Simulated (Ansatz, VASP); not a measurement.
# Two plane-wave programs on Al2Pt

```
Al Pt
1.0
     0.00000    2.95202    2.95202
     2.95202    0.00000    2.95202
     2.95202    2.95202    0.00000
Al Pt
2 1
Direct
  0.25000 0.25000 0.25000
  0.75000 0.75000 0.75000
  0.00000 0.00000 0.00000
```

Alike in both runs: functional r2SCAN; k mesh 10 × 10 × 10; occupations fermi-dirac, width 0.05 eV; no spin polarisation.

Ansatz relaxed the structure, and its values are those at the end. VASP's run is a single point on that final structure, the one shown.

```csv
,VASP,Ansatz
version,VASP 6.6.1,Ansatz 0.2.0
potentials or method,"VASP PAW PBE potentials, release 64 (Al, Pt)","PAW with Ansatz's default frozen-core files, scalar-relativistic"
plane-wave cutoff (eV),520,500
valence electrons in the cell,16,24
```

```csv
,VASP,Ansatz,Ansatz less VASP
pressure (GPa),-0.2,0.0,+0.24
```

The two sets of potentials don't hold the same shells in valence. Ansatz warned: «gradients_without_spin_orbit».

Caveats: the PAW data sets were made with another functional, which shifts forces and pressure a little (VASP). The runs have no spin-orbit coupling, so splittings on Pt are missing.
